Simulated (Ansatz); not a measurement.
Here is the system:

Relaxed GeTe (alpha-GeTe type, space group R3m):

```yaml
crystal:
  lattice:
    - [4.22711, 2.44052, 7.28006]
    - [-2.11355, 1.22026, 3.64003]
    - [0.00000, -2.44052, 3.64003]
  atoms:
    - { symbol: Ge, position: [0.11712, 0.23425, 0.23425] }
    - { symbol: Ge, position: [0.61712, 0.23425, 0.23425] }
    - { symbol: Te, position: [0.38288, 0.76575, 0.76575] }
    - { symbol: Te, position: [0.88288, 0.76575, 0.76575] }
```

Scan: atom 3 (Te, nearest neighbour Ge at 2.852 Å; its periodic images, 4.2 Å or more away, move with it) is displaced towards the nearest neighbour, direction (-0.741, -0.428, 0.517) in Cartesian axes, by s. The other atoms stay.

Level of theory: PBE (plane waves to 420 eV, PAW, scalar-relativistic; Ansatz, a program for electronic structure). k mesh 4×8×8 (Γ-centred), Fermi-Dirac smearing 0.05 eV. E stands for the smeared free energy. GeTe was relaxed with its symmetry unable to fall. Spin-orbit coupling is left out, though Te is heavy. The PAW data are Ansatz's earlier set. The zero of ΔE is the undisplaced structure.

The scan covers s from -0.290 to 0.290 Å in 11 points.

Task: Is this a single well or a double well?

Result: A single well with its minimum at or next to zero displacement.

Task: Is the energy the same for displacements of ±0.290 Å, and if not, which side lies higher?

Result: Not even: the positive side lies higher at ±0.290 Å. With its periodic images moving along, the atom's site symmetry in this cell is m.

Task: What force acts on the atom along the line at s = -0.290 Å?

Result: 0.826 eV/Å.

Task: What is the energy change at s = 0.290 Å?

Result: 214.2 meV/cell.

Task: What is the force constant k = d²E/ds² of this move at s = 0?

Result: 3.79 eV/Å².

(A displaced cell: forces are minus the slopes of the energy, force constants its curvatures, and phonons follow from these.)
